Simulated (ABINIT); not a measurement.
Crystal: SnSe.

```
Sn Se
1.0
     0.00000    3.01000    3.01000
     3.01000    0.00000    3.01000
     3.01000    3.01000    0.00000
Sn Se
1 1
Direct
  0.00000 0.00000 0.00000
  0.50000 0.50000 0.50000
```

Measurements of this composition are mostly on another form, of space group No. 62.

Base run:

| Quantity | Value |
| --- | --- |
| Program | ABINIT 10.8.3 (patched build) |
| Functional | LDA |
| Potentials or basis | PseudoDojo NC SR LDA v0.4.1 standard |
| Cutoff | 1088 eV |
| k mesh | 6 × 6 × 6 |
| Occupations | fermi-dirac, width 0.05 eV |
| Spin | no spin polarisation |

Its results: band gap on the k mesh 0.60 eV, direct; pressure -3.8 GPa.

Problem. The run is repeated on the same cell with these changes: potentials or basis from PseudoDojo NC SR LDA v0.4.1 standard to PseudoDojo NC SR LDA v0.4 stringent; cutoff from 1088 eV to 1306 eV; valence electrons from 30 to 46. What comes out?

Solution. Band gap on the k mesh 0.60 eV, direct; pressure -4.7 GPa.

Caveats: spin-orbit coupling is left out, which moves the levels of the heavy elements.

A k mesh can miss the band edges.

Not every run made on this cell is shown here.
